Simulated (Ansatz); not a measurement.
# 1T-CrSeTe monolayer in a perpendicular field, part 4 of 4

Wanted: the out-of-plane response of the 1T-CrSeTe monolayer. A positive field points along +c.

Ansatz 0.2.0; plane-wave DFT, PBE-D3(BJ), Ansatz PAW.

So far. Step 10 (Field on, atoms free, field -0.1 V/Å): The dipole is -0.0580 e·Å, -0.0330 e·Å from its value without field. Step 11 (Response, atoms relaxed): The induced dipole is that of a conductor 5.71 Å thick.

**12. The same run with other settings: efield.amplitude = 0.05**

This step: plane-wave DFT, PBE-D3(BJ), Ansatz PAW (Ansatz 0.2.0).

A run with a changed input: it repeats the earlier run at 0.1 V/Å with efield.amplitude from 0.1 to 0.05.

The input, input.yaml:

```yaml
crystal:
  lattice:
    - [3.4989729058, 0.0, 0.0]
    - [-1.7494864529, 3.0301994235, 0.0]
    - [0.0, 0.0, 21.2095551643]
  atoms:
    - { symbol: Te, position: [0.6666666667, 0.3333333333, 0.4243370467], spin: -0.13 }
    - { symbol: Cr, position: [0.0, 0.0, 0.5115427448], spin: 2.45 }
    - { symbol: Se, position: [0.3333333333, 0.6666666667, 0.5756629533], spin: -0.11 }
magnetization:
  spin_polarized: true
kpoints:
  mp_grid: { grid: [18, 18, 1] }
  band_path:
    path: [[0, 0, 0], [0.5, 0, 0], [0.33333333, 0.33333333, 0], [0, 0, 0]]
    npoints: 16
hamiltonian:
  xc: pbe
  dispersion: d3bj
scf:
  occupations: { method: fermi_dirac, width: 0.05 }
  convergence: { dr2_threshold: 1.0e-10 }
efield:
  axis: 3
  dipole_correction: true
  ramp_position: 0.97
  ramp_width: 0.06
  amplitude: 0.05
output:
  write_potential: true
  write_density: true
  volumetric_format: npy
```

Started as:

```bash
$ ansatz run input.yaml --threads 4 --pin off --max-ram 6144MiB --backend cpu --events-out ev --progress --plain --runs-dir out
```

Numbers of over 12 decimals in the logs are rounded to 6 here.

What it wrote:

```text
[...]
Crystal: 3 atoms, lattice volume = 224.876 Å³
Basis set: ecut = 420 eV, 4385 PW (Γ)
Bands: 30, of which v1, the nominal top of the filled ones, is band 23 counted from 1 (22 counted from 0)
Symmetry: 6 space group operations
k-points: 37 of 324 (time reversal used)
[...]
Starting moments: Σ|m| = 2.69 μB on 3 of 3 sites
[...]
SCF iter   1: F=—  HF=-15828.904450 eV  |F-HF|=—  |Δ(HF+E_count)|=         —  Δρ=2.13e-2 (↑2.13e-2 ↓2.03e-2)  dr2=3.83e0  dr2_m=6.21e-2  M=2.105 μB ∫|m|=2.511 μB  β_m=1.00  ethr=3.10e-3  p=0.017 e·Å  D=1.36e-2 V/Å  ΔV_dip=-0.29 eV  dr2_dipole=1.16e-4  V_vac-E_F(+/−)=5.28/4.60 eV  ⟨swp⟩=10.6  Hψ=11964  notcnv=0
[...]
SCF iter  12: F=-15828.816700 eV  HF=-15828.816700 eV  |F-HF|=7.28e-12  |Δ(HF+E_count)|=  3.27e-11  Δρ=4.95e-8 (↑3.85e-8 ↓4.95e-8)  dr2=3.28e-12  dr2_m=3.63e-12  M=2.439 μB ∫|m|=3.152 μB  ethr=1.00e-12  p=-0.008 e·Å  D=-6.62e-3 V/Å  ΔV_dip=0.14 eV  dr2_dipole=1.17e-14  V_vac-E_F(+/−)=5.66/4.55 eV  ⟨swp⟩=10.9  Hψ=8520  notcnv=0
[...]
SCF 1 converged in 12 iterations: F = -15828.816700 eV  dr2 = 3.28e-12
[...]
SCF converged after 12 iterations
Magnetization: 2.4390 μB (24.2195 up, 21.7805 down)
Absolute magnetization: 3.1466 μB (∫|ρ↑−ρ↓|, with the PAW one-centre terms)
[...]
Per-site moments (μB) at R_I (Å): [(-0.122091, 1.129824), (2.464495, 1.004540), (-0.107408, 1.004540)]
Free energy (F): -15828.816700 eV
[...]
Internal energy: -15828.804324 eV  (E = F + TS)
E sigma→0 (E₀):  -15828.810512 eV
Entropy (-TS):   -0.012376 eV (-4.125 meV/atom)
Fermi energy:    -0.393140 eV
Dipole field:    D = -0.006617 V/Å  (p = -0.008223 e·Å, saw-weighted, corrected)
Work function:   not extracted (applied field tilts the vacuum); planar V_es + V_field profile in the machine report
[...]
--- Band table (eV; the first three rows and the last of 74) ---
  k-point 0 ↑: bands = [... 19 lower, -2.4094, -1.5683, -1.5683, -0.7733, 1.1489, 1.1489, 2.8480, 2.8480, ... 3 higher]
  k-point 1 ↑: bands = [... 19 lower, -2.3163, -1.5960, -1.5920, -0.7925, 0.9571, 1.1176, 2.5498, 2.7833, ... 3 higher]
  k-point 2 ↑: bands = [... 19 lower, -2.1792, -1.7050, -1.6530, -0.8642, 0.5313, 1.0160, 1.9301, 2.6269, ... 3 higher]
  k-point 36 ↓: bands = [... 19 lower, -3.4473, -2.3686, -2.2989, 1.3968, 1.5736, 1.6143, 2.3415, 2.7871, ... 3 higher]
```

Elapsed: 22 s, on 4 threads of Intel Xeon Platinum 8175M at 2.50GHz (Skylake/Cascade Lake), shared host; peak memory 0.96 GiB.

This step gave:

| Item | Value |
| --- | --- |
| energy at zero smearing | -15828.8105 eV |
| total moment | 2.439 μB |
| site moments | -0.1221, 2.464, -0.1074 μB |
| dipole along the normal | -0.008223 e·Å |

Deep bands are left out, so band numbers here count from the lowest band kept and differ from the log's. Electronic bands along the path, in eV, zero at the Fermi level; # counts the bands kept:

| point | up #6 | up #7 | up #8 | up #9 | down #4 | down #5 | down #6 | down #7 |
| --- | --- | --- | --- | --- | --- | --- | --- | --- |
| Γ | -1.18 | -0.38 | 1.54 | 1.54 | -1.69 | 1.26 | 1.26 | 1.59 |
| halfway | -1.37 | -0.76 | -0.03 | 0.81 | -1.78 | -1.21 | 0.00 | 1.13 |
| M | -1.12 | -0.80 | -0.40 | -0.35 | -1.98 | -1.94 | -0.52 | 0.79 |
| halfway | -2.07 | -0.73 | -0.47 | -0.25 | -2.35 | -1.93 | -1.81 | 1.37 |
| K | -2.34 | -0.72 | -0.39 | -0.36 | -3.05 | -1.98 | -1.91 | 1.79 |
| halfway | -1.40 | -0.80 | -0.23 | 0.45 | -2.04 | -1.22 | -0.93 | 1.38 |
| Γ | -1.18 | -0.38 | 1.54 | 1.54 | -1.69 | 1.26 | 1.26 | 1.59 |

| quantity | this run | earlier run | difference |
| --- | --- | --- | --- |
| dipole along the normal (e·Å) | -0.008223 | 0.008485 | -0.017 |
| total moment (μB) | 2.439 | 2.439 | 4.8e-4 |

The applied field differs, and the slope found earlier predicts a dipole of -0.00821 e·Å; this run gives -0.00822 e·Å, in line with it.

**13. Varying the input**

Another changed input: it repeats the earlier run at 0.1 V/Å with efield.dipole_correction from true to false.

input.yaml: that of step 12 with these lines changed.

```diff
@@ -24,6 +24,6 @@
   axis: 3
-  dipole_correction: true
+  dipole_correction: false
   ramp_position: 0.97
   ramp_width: 0.06
-  amplitude: 0.05
+  amplitude: 0.1
 output:
```

What it wrote:

```text
[...]
Crystal: 3 atoms, lattice volume = 224.876 Å³
Basis set: ecut = 420 eV, 4385 PW (Γ)
Bands: 30, of which v1, the nominal top of the filled ones, is band 23 counted from 1 (22 counted from 0)
Symmetry: 6 space group operations
k-points: 37 of 324 (time reversal used)
[...]
Starting moments: Σ|m| = 2.69 μB on 3 of 3 sites
[...]
SCF iter   1: F=—  HF=-15828.935622 eV  |F-HF|=—  |Δ(HF+E_count)|=         —  Δρ=2.12e-2 (↑2.12e-2 ↓2.06e-2)  dr2=3.95e0  dr2_m=6.12e-2  M=2.126 μB ∫|m|=2.522 μB  β_m=0.30  ethr=3.10e-3  p=0.000 e·Å  V_vac-E_F(+/−)=5.89/3.96 eV  ⟨swp⟩=10.8  Hψ=11991  notcnv=0
[...]
SCF iter  11: F=-15828.816746 eV  HF=-15828.816746 eV  |F-HF|=5.46e-12  |Δ(HF+E_count)|=  6.29e-10  Δρ=1.14e-7 (↑1.14e-7 ↓8.40e-8)  dr2=6.45e-11  dr2_m=8.56e-12  M=2.438 μB ∫|m|=3.152 μB  ethr=1.00e-12  p=0.012 e·Å  V_vac-E_F(+/−)=6.05/4.14 eV  ⟨swp⟩=9.4  Hψ=9867  notcnv=0
[...]
SCF 1 converged in 11 iterations: F = -15828.816746 eV  dr2 = 6.45e-11
[...]
SCF converged after 11 iterations
Magnetization: 2.4384 μB (24.2192 up, 21.7808 down)
Absolute magnetization: 3.1461 μB (∫|ρ↑−ρ↓|, with the PAW one-centre terms)
[...]
Per-site moments (μB) at R_I (Å): [(-0.121942, 1.129824), (2.464145, 1.004540), (-0.107614, 1.004540)]
Free energy (F): -15828.816746 eV
[...]
Internal energy: -15828.804362 eV  (E = F + TS)
E sigma→0 (E₀):  -15828.810554 eV
Entropy (-TS):   -0.012384 eV (-4.128 meV/atom)
Fermi energy:    -0.399400 eV
Dipole field:    D = 0.009337 V/Å  (p = 0.011604 e·Å, saw-weighted)
Work function:   not extracted (applied field tilts the vacuum); planar V_es + V_field profile in the machine report
[...]
--- Band table (eV; the first three rows and the last of 74) ---
  k-point 0 ↑: bands = [... 19 lower, -2.4207, -1.5742, -1.5742, -0.7725, 1.1436, 1.1436, 2.8408, 2.8408, ... 3 higher]
  k-point 1 ↑: bands = [... 19 lower, -2.3272, -1.6019, -1.5978, -0.7920, 0.9521, 1.1123, 2.5428, 2.7762, ... 3 higher]
  k-point 2 ↑: bands = [... 19 lower, -2.1895, -1.7115, -1.6589, -0.8650, 0.5265, 1.0105, 1.9238, 2.6199, ... 3 higher]
  k-point 36 ↓: bands = [... 19 lower, -3.4518, -2.3691, -2.3105, 1.3887, 1.5670, 1.6071, 2.3365, 2.7825, ... 3 higher]
```

Run time: 22 s. Hardware: 4 threads; peak memory 0.96 GiB; 82 s of CPU time.

| quantity | this run | earlier run | difference |
| --- | --- | --- | --- |
| dipole along the normal (e·Å) | 0.01160 | 0.008485 | 0.0031 |
| total moment (μB) | 2.438 | 2.439 | -9.1e-5 |

With the dipole correction off, the periodic images add a field of their own to the typed one.

What moves beyond 0.01 in its unit (for the dipole 0.5 % and 5e-5 e·Å): dipole along the normal (+0.00312 e·Å).

These numbers are not those of the isolated slab.

**14. Summary of results**

| Quantity | Value |
| --- | --- |
| gap without field | none |
| work function, upper face | 5.33 eV |
| step between the vacuum levels | 0.425 eV |
| equivalent conductor thickness, atoms held | 5.70 Å |
| equivalent conductor thickness, atoms relaxed | 5.71 Å |

What this shows: The induced dipole equals that of a perfect conductor 5.70 Å thick, while the outer atoms lie 3.21 Å apart. The two faces differ: the vacuum level above lies 0.43 eV higher than the one below. There is no gap over 0.03 eV, with or without the field. For an open d or f shell that can be the fault of a semilocal functional without a Hubbard term. The magnetic order is the one reached from the typed start; other orders were not compared. Spin-orbit coupling is left out, which matters for the bands of elements this heavy.

[Logs are printed without paths, hosts, clocks, repeated set-up lines and the standing remarks that a program may print on its own settings, such as how far it seeks lower states.]

[Hosts, paths, dates, database ids (printed as entryN), source tags and the programs' standing remarks are cut or masked in the printed files.]

[Maps of the electrostatic potential energy from Ansatz leave out the sawtooth potential of an applied field or a dipole correction, so their vacuum need not be flat; planar profiles and work functions include it.]
